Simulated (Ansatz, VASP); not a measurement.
## V (monovacancy in V): VASP beside Ansatz

Wanted: the spread between two codes on one cell, functional and k mesh. The Ansatz run is a path of several images between two structures; VASP solves its first image, and the two are compared there.

Program: Ansatz 0.2.0. Level of theory: plane waves, with VASP 6.6.1 beside it; single point at PBE. Results are calculated unless marked as measured.

### Step 1. Starting point

The cell holds 53 atoms: 53 V. Its edges and angles: a = 8.989 Å, b = 8.989 Å, c = 8.989 Å, α = 90.0°, β = 90.0°, γ = 90.0°. It derives from V (V (Im-3m)). Nearest the centre at fractional (0.500, 0.500, 0.500): V32 at 2.44 Å, V28 at 2.44 Å, V27 at 2.44 Å, V52 at 2.44 Å, V50 at 2.44 Å, V46 at 2.44 Å, V44 at 2.44 Å, V34 at 2.44 Å.

### Step 2. Ansatz: path of images, PBE

Ansatz runs on its default PAW (the set named soft_2) files.

With cell and atoms fixed, the geometry can't cause a difference; cores, projectors, grids and the points listed under the comparison can.

File input.yaml:

```yaml
crystal:
  lattice:
    - [8.98869337, 0.0, 0.0]
    - [0.0, 8.98869337, 0.0]
    - [0.0, 0.0, 8.98869337]
  atoms:
    - { symbol: V, position: [0.0, 0.0, 0.0] }
    - { symbol: V, position: [0.167611658, 0.167611658, 0.167611658] }
    - { symbol: V, position: [0.0, 0.0, 0.333084761] }
    - { symbol: V, position: [0.168900709, 0.168900709, 0.5] }
    - { symbol: V, position: [0.0, 0.0, 0.666915239] }
    - { symbol: V, position: [0.167611658, 0.167611658, 0.832388342] }
    - { symbol: V, position: [0.0, 0.333084761, 0.0] }
    - { symbol: V, position: [0.168900709, 0.5, 0.168900709] }
    - { symbol: V, position: [0.0, 0.330875902, 0.330875902] }
    - { symbol: V, position: [0.156510957, 0.5, 0.5] }
    - { symbol: V, position: [0.0, 0.330875902, 0.669124098] }
    - { symbol: V, position: [0.168900709, 0.5, 0.831099291] }
    - { symbol: V, position: [0.0, 0.666915239, 0.0] }
    - { symbol: V, position: [0.167611658, 0.832388342, 0.167611658] }
    - { symbol: V, position: [0.0, 0.669124098, 0.330875902] }
    - { symbol: V, position: [0.168900709, 0.831099291, 0.5] }
    - { symbol: V, position: [0.0, 0.669124098, 0.669124098] }
    - { symbol: V, position: [0.167611658, 0.832388342, 0.832388342] }
    - { symbol: V, position: [0.333084761, 0.0, 0.0] }
    - { symbol: V, position: [0.5, 0.168900709, 0.168900709] }
    - { symbol: V, position: [0.330875902, 0.0, 0.330875902] }
    - { symbol: V, position: [0.5, 0.156510957, 0.5] }
    - { symbol: V, position: [0.330875902, 0.0, 0.669124098] }
    - { symbol: V, position: [0.5, 0.168900709, 0.831099291] }
    - { symbol: V, position: [0.330875902, 0.330875902, 0.0] }
    - { symbol: V, position: [0.5, 0.5, 0.156510957] }
    - { symbol: V, position: [0.343434129, 0.343434129, 0.343434129] }
    - { symbol: V, position: [0.343434129, 0.343434129, 0.656565871] }
    - { symbol: V, position: [0.5, 0.5, 0.843489043] }
    - { symbol: V, position: [0.330875902, 0.669124098, 0.0] }
    - { symbol: V, position: [0.5, 0.831099291, 0.168900709] }
    - { symbol: V, position: [0.343434129, 0.656565871, 0.343434129] }
    - { symbol: V, position: [0.5, 0.843489043, 0.5] }
    - { symbol: V, position: [0.343434129, 0.656565871, 0.656565871] }
    - { symbol: V, position: [0.5, 0.831099291, 0.831099291] }
    - { symbol: V, position: [0.666915239, 0.0, 0.0] }
    - { symbol: V, position: [0.832388342, 0.167611658, 0.167611658] }
    - { symbol: V, position: [0.669124098, 0.0, 0.330875902] }
    - { symbol: V, position: [0.831099291, 0.168900709, 0.5] }
    - { symbol: V, position: [0.669124098, 0.0, 0.669124098] }
    - { symbol: V, position: [0.832388342, 0.167611658, 0.832388342] }
    - { symbol: V, position: [0.669124098, 0.330875902, 0.0] }
    - { symbol: V, position: [0.831099291, 0.5, 0.168900709] }
    - { symbol: V, position: [0.656565871, 0.343434129, 0.343434129] }
    - { symbol: V, position: [0.843489043, 0.5, 0.5] }
    - { symbol: V, position: [0.656565871, 0.343434129, 0.656565871] }
    - { symbol: V, position: [0.831099291, 0.5, 0.831099291] }
    - { symbol: V, position: [0.669124098, 0.669124098, 0.0] }
    - { symbol: V, position: [0.832388342, 0.832388342, 0.167611658] }
    - { symbol: V, position: [0.656565871, 0.656565871, 0.343434129] }
    - { symbol: V, position: [0.831099291, 0.831099291, 0.5] }
    - { symbol: V, position: [0.656565871, 0.656565871, 0.656565871] }
    - { symbol: V, position: [0.832388342, 0.832388342, 0.832388342] }
basis:
  ecutwfc: 420
  xc_grid: 2
hamiltonian:
  xc: pbe
kpoints:
  mp_grid: { grid: [3, 3, 3] }
scf:
  occupations: { method: methfessel_paxton, width: 0.3 }
  max_iter: 120
output:
  forces: true
neb:
  images: 3
  f_tol: 0.04
  climbing: true
  initial_path: idpp
  max_iterations: 40
  order_check: false
  final_atoms:
    - { symbol: V, position: [0.000944996, 0.000944996, 0.000944996] }
    - { symbol: V, position: [0.176767457, 0.176767457, 0.176767457] }
    - { symbol: V, position: [0.002234038, 0.002234038, 0.333333333] }
    - { symbol: V, position: [0.176767457, 0.176767457, 0.48989921] }
    - { symbol: V, position: [0.000944996, 0.000944996, 0.66572167] }
    - { symbol: V, position: [0.164209241, 0.164209241, 0.833333333] }
    - { symbol: V, position: [0.002234038, 0.333333333, 0.002234038] }
    - { symbol: V, position: [0.176767457, 0.48989921, 0.176767457] }
    - { symbol: V, position: [-0.010155759, 0.333333333, 0.333333333] }
    - { symbol: V, position: [0.176767457, 0.48989921, 0.48989921] }
    - { symbol: V, position: [0.002234038, 0.333333333, 0.664432628] }
    - { symbol: V, position: [0.164209241, 0.502457426, 0.833333333] }
    - { symbol: V, position: [0.000944996, 0.66572167, 0.000944996] }
    - { symbol: V, position: [0.164209241, 0.833333333, 0.164209241] }
    - { symbol: V, position: [0.002234038, 0.664432628, 0.333333333] }
    - { symbol: V, position: [0.164209241, 0.833333333, 0.502457426] }
    - { symbol: V, position: [0.000944996, 0.66572167, 0.66572167] }
    - { symbol: V, position: [0.166418106, 0.833333333, 0.833333333] }
    - { symbol: V, position: [0.333333333, 0.002234038, 0.002234038] }
    - { symbol: V, position: [0.48989921, 0.176767457, 0.176767457] }
    - { symbol: V, position: [0.333333333, -0.010155759, 0.333333333] }
    - { symbol: V, position: [0.48989921, 0.176767457, 0.48989921] }
    - { symbol: V, position: [0.333333333, 0.002234038, 0.664432628] }
    - { symbol: V, position: [0.502457426, 0.164209241, 0.833333333] }
    - { symbol: V, position: [0.333333333, 0.333333333, -0.010155759] }
    - { symbol: V, position: [0.48989921, 0.48989921, 0.176767457] }
    - { symbol: V, position: [0.48989921, 0.48989921, 0.48989921] }
    - { symbol: V, position: [0.333333333, 0.333333333, 0.676822426] }
    - { symbol: V, position: [0.502457426, 0.502457426, 0.833333333] }
    - { symbol: V, position: [0.333333333, 0.664432628, 0.002234038] }
    - { symbol: V, position: [0.502457426, 0.833333333, 0.164209241] }
    - { symbol: V, position: [0.333333333, 0.676822426, 0.333333333] }
    - { symbol: V, position: [0.502457426, 0.833333333, 0.502457426] }
    - { symbol: V, position: [0.333333333, 0.664432628, 0.664432628] }
    - { symbol: V, position: [0.500248561, 0.833333333, 0.833333333] }
    - { symbol: V, position: [0.66572167, 0.000944996, 0.000944996] }
    - { symbol: V, position: [0.833333333, 0.164209241, 0.164209241] }
    - { symbol: V, position: [0.664432628, 0.002234038, 0.333333333] }
    - { symbol: V, position: [0.833333333, 0.164209241, 0.502457426] }
    - { symbol: V, position: [0.66572167, 0.000944996, 0.66572167] }
    - { symbol: V, position: [0.833333333, 0.166418106, 0.833333333] }
    - { symbol: V, position: [0.664432628, 0.333333333, 0.002234038] }
    - { symbol: V, position: [0.833333333, 0.502457426, 0.164209241] }
    - { symbol: V, position: [0.676822426, 0.333333333, 0.333333333] }
    - { symbol: V, position: [0.833333333, 0.502457426, 0.502457426] }
    - { symbol: V, position: [0.664432628, 0.333333333, 0.664432628] }
    - { symbol: V, position: [0.833333333, 0.500248561, 0.833333333] }
    - { symbol: V, position: [0.66572167, 0.66572167, 0.000944996] }
    - { symbol: V, position: [0.833333333, 0.833333333, 0.166418106] }
    - { symbol: V, position: [0.664432628, 0.664432628, 0.333333333] }
    - { symbol: V, position: [0.833333333, 0.833333333, 0.500248561] }
    - { symbol: V, position: [0.66572167, 0.66572167, 0.66572167] }
    - { symbol: V, position: [0.833333333, 0.833333333, 0.833333333] }
```

Run with:

```bash
> ansatz run input.yaml --threads 8 --pin off --max-ram 14131MiB --backend cpu --events-out ev --progress --plain --runs-dir out
```

Numbers of over 12 decimals in the logs are rounded to 6 here.

The program printed:

```text
Warning: neb: disabling space-group detection — the band's intermediate images generally break the endpoint symmetry, so no spatial operation reduces the k-mesh or symmetrises the density, except that a semilocal band can use its path's symmetry ahead of convergence; time reversal is kept, so that k and −k are solved as one point where they differ and the mesh holds both, and exact exchange and, on two spinor compone [...]
band count auto-derived: 424 (N_el = 689.0; filled up to band 345; 414 by the electrons, moments and atoms)
Engine: ansatz 0.2.0, aarch64-unknown-linux-gnu
Pseudopotentials: kind: paw
Pseudopotential: V, paw, valence charge 13, recommended cutoff 420 eV (normal), V.paw.azcp
Functional definition: PBE
  parameter kappa = 0.804
  parameter beta = 0.066725
  exchange = pbe_x(kappa = kappa, mu = beta*pi^2/3)
  correlation = pbe_c(beta = beta)
NEB image 0
Crystal: 53 atoms, lattice volume = 726.256 Å³
Basis set: ecut = 420 eV, 14147 PW (Γ), exchange–correlation on 128×128×128 points (8 copies of the dense FFT grid, shifted against one another)
Bands: 424, of which v1, the nominal top of the filled ones, is band 345 counted from 1 (344 counted from 0)
Symmetry: 1 space group operations
k-points: 14 of 27 (time reversal used)
Non-local potential: V, projectors of the file, l = 0: 3, l = 1: 2, l = 2: 3, l = 3: 1
PAW form: soft (Blöchl's): semilocal exchange-correlation on the pseudo side does not see the compensation charge
PAW one-centre angular grid: V, 590 points (default); XC on 64 Gauss nodes
Initial density: superposition of atomic densities (neutral atoms: chi_scale 0, normalization atom), corrected by the library's trained network
Initial wavefunctions: pseudopotential atomic-orbital guess
Functional: x = pbe(κ = 0.804, μ = 0.219515), c = pbe(β = 0.066725)
SCF iter   1: F=—  HF=-154355.492205 eV  |F-HF|=—  |Δ(HF+E_count)|=         —  Δρ=1.72e-2  dr2=9.02e0  ethr=1.77e-3  ⟨swp⟩=6.6  Hψ=20572  notcnv=0
preconditioner: auto → Kerker (q_TF=auto, 2.704 Å⁻¹)  [metal: Δε(μ)=0.006 eV  Ē_g=3.035 eV  σ=0.300 eV  W_gap=0.02  n_scr=250 (ndim 8)  ℏωp=22.4 eV  f_vac=0.000  D(μ)=96.06/eV (n_scr^D=1364)]
SCF iter   2: F=—  HF=-154355.302791 eV  |F-HF|=—  |Δ(HF+E_count)|=   1.89e-1  S|Δr|=    0.00e0  Δρ=7.40e-3  dr2=2.11e0  ethr=1.31e-3  ⟨swp⟩=1.0  Hψ=6832  notcnv=0
SCF iter   3: F=—  HF=-154355.241580 eV  |F-HF|=—  |Δ(HF+E_count)|=   6.12e-2  S|Δr|=    0.00e0  Δρ=1.17e-3  dr2=1.25e-2  ethr=3.07e-4  ⟨swp⟩=1.0  Hψ=5620  notcnv=0
SCF iter   4: F=—  HF=-154355.240887 eV  |F-HF|=—  |Δ(HF+E_count)|=   6.93e-4  S|Δr|=    0.00e0  Δρ=4.59e-4  dr2=2.62e-3  ethr=1.81e-6  ⟨swp⟩=2.0  Hψ=7616  notcnv=0
SCF iter   5: F=—  HF=-154355.240386 eV  |F-HF|=—  |Δ(HF+E_count)|=   5.00e-4  S|Δr|=    0.00e0  Δρ=1.49e-4  dr2=6.13e-4  ethr=3.81e-7  ⟨swp⟩=2.0  Hψ=7477  notcnv=0
SCF iter   6: F=—  HF=-154355.240255 eV  |F-HF|=—  |Δ(HF+E_count)|=   1.31e-4  S|Δr|=    0.00e0  Δρ=7.35e-5  dr2=7.71e-5  ethr=8.89e-8  ⟨swp⟩=2.0  Hψ=7638  notcnv=0
SCF iter   7: F=—  HF=-154355.241788 eV  |F-HF|=—  |Δ(HF+E_count)|=   1.53e-3  S|Δr|=    0.00e0  Δρ=3.53e-5  dr2=1.64e-5  ethr=1.12e-8  ⟨swp⟩=2.0  Hψ=7888  notcnv=0
SCF iter   8: F=—  HF=-154355.241788 eV  |F-HF|=—  |Δ(HF+E_count)|=   8.13e-7  S|Δr|=    0.00e0  Δρ=1.17e-5  dr2=1.83e-6  ethr=2.38e-9  ⟨swp⟩=2.0  Hψ=7178  notcnv=0
SCF iter   9: F=—  HF=-154355.241788 eV  |F-HF|=—  |Δ(HF+E_count)|=   2.14e-8  S|Δr|=    0.00e0  Δρ=2.83e-6  dr2=1.10e-7  ethr=2.66e-10  ⟨swp⟩=2.0  Hψ=6981  notcnv=0
SCF iter  10: F=-154355.241788 eV  HF=-154355.241788 eV  |F-HF|=1.34e-8  |Δ(HF+E_count)|=   1.05e-9  S|Δr|=    0.00e0  Δρ=1.07e-6  dr2=1.57e-8  ethr=1.45e-11  ⟨swp⟩=3.0  Hψ=12730  notcnv=0
SCF 1 converged in 10 iterations: F = -154355.241788 eV  dr2 = 1.57e-8
  greatest PAW one-centre occupation: 1.000 electrons in one spin orbital (limit 2), on the V atom at site 25 (counted from 0), in its partial waves of l = 0
NSCF: frozen V_eff on 14 k-points
NEB image 4
SCF iter   1: F=—  HF=-154355.492428 eV  |F-HF|=—  |Δ(HF+E_count)|=         —  Δρ=1.72e-2  dr2=9.02e0  ethr=1.77e-3  ⟨swp⟩=6.8  Hψ=20650  notcnv=0
SCF iter   2: F=—  HF=-154355.302980 eV  |F-HF|=—  |Δ(HF+E_count)|=   1.89e-1  S|Δr|=    0.00e0  Δρ=7.40e-3  dr2=2.11e0  ethr=1.31e-3  ⟨swp⟩=1.0  Hψ=6832  notcnv=0
SCF iter   3: F=—  HF=-154355.241820 eV  |F-HF|=—  |Δ(HF+E_count)|=   6.12e-2  S|Δr|=    0.00e0  Δρ=1.16e-3  dr2=1.25e-2  ethr=3.07e-4  ⟨swp⟩=1.0  Hψ=5620  notcnv=0
[...]
this run last wrote the band of iteration 8 to <dir>; this run last wrote the band within `neb.f_tol` of iteration 7 to <dir>
--- NEB band (5 images, 8 band iterations, 173 SCF iterations) ---
  forward barrier  = 0.468307 eV
  backward barrier = 0.468307 eV
  lagrangian_above_aufbau_ev (what the smearing adds, to first order; not taken off the barriers): saddle image -0.134439 eV, end points -0.132455 and -0.132456 eV
  climbing image's point = of an order that was not read
  energies are F+E_penalty+E_count in eV, relative to image 0
  image     s (Å)  Δ vs image 0  max|band force component| (eV/Å)
      0    0.0000      0.000000                                 —
      1    0.6593      0.167305                          3.032e-2
  *   2    1.3202      0.468307                          8.947e-3
      3    1.9813      0.167235                          2.733e-2
      4    2.6397     -0.000000                                 —
  climbing-image geometry (image 2):
  cell:  # Å, volume = 726.2559 Å³
    - [8.98869337, 0.0, 0.0]
    - [0.0, 8.98869337, 0.0]
    - [0.0, 0.0, 8.98869337]
  atoms:
    - { symbol: V, position: [0.00349446, 0.00344972, 0.00383193] }
    - { symbol: V, position: [0.182401, 0.182252, 0.182302] }
    - { symbol: V, position: [0.00384875, 0.00391699, 0.336035] }
    - { symbol: V, position: [0.175025, 0.175001, 0.498955] }
    - { symbol: V, position: [-0.000804805, -0.000736739, 0.667739] }
    - { symbol: V, position: [0.165830, 0.165818, 0.838570] }
    - { symbol: V, position: [0.00401112, 0.335952, 0.00395117] }
    - { symbol: V, position: [0.174969, 0.499298, 0.174887] }
    - { symbol: V, position: [-0.00526315, 0.336093, 0.335868] }
    - { symbol: V, position: [0.158719, 0.499914, 0.499792] }
    - { symbol: V, position: [5.373991031511231e-6, 0.329848, 0.670287] }
    - { symbol: V, position: [0.162939, 0.503318, 0.833375] }
    - { symbol: V, position: [-0.00072055, 0.667761, -0.000636551] }
    - { symbol: V, position: [0.165875, 0.838501, 0.165977] }
    - { symbol: V, position: [-0.000189796, 0.670283, 0.329972] }
    - { symbol: V, position: [0.162904, 0.833481, 0.503462] }
    - { symbol: V, position: [-0.00522826, 0.667420, 0.667461] }
    - { symbol: V, position: [0.165391, 0.834202, 0.834106] }
    - { symbol: V, position: [0.336038, 0.00397235, 0.00389203] }
    - { symbol: V, position: [0.499420, 0.174951, 0.174857] }
    - { symbol: V, position: [0.336238, -0.00533749, 0.335925] }
    - { symbol: V, position: [0.499938, 0.158848, 0.499831] }
    - { symbol: V, position: [0.329867, 3.142516538045812e-5, 0.670316] }
    - { symbol: V, position: [0.503383, 0.162945, 0.833310] }
[...]
- { symbol: V, position: [0.658355, 0.334165, 0.658382] }
    - { symbol: V, position: [0.829531, 0.497242, 0.829396] }
    - { symbol: V, position: [0.667449, 0.667393, -0.00514799] }
    - { symbol: V, position: [0.833978, 0.833930, 0.165667] }
    - { symbol: V, position: [0.658373, 0.658405, 0.334178] }
    - { symbol: V, position: [0.829318, 0.829339, 0.497449] }
    - { symbol: V, position: [0.650917, 0.650976, 0.651273] }
    - { symbol: V, position: [0.829782, 0.829637, 0.829951] }
```

[end of part 1 of 2]

[Lines on the potential files, build, host, timing and source positions are cut from VASP's logs without a mark.]

[Logs are printed without paths, hosts, clocks, repeated set-up lines and the standing remarks that a program may print on its own settings, such as how far it seeks lower states.]

[Hosts, paths, dates, database ids (printed as entryN), source tags and the programs' standing remarks are cut or masked in the printed files.]
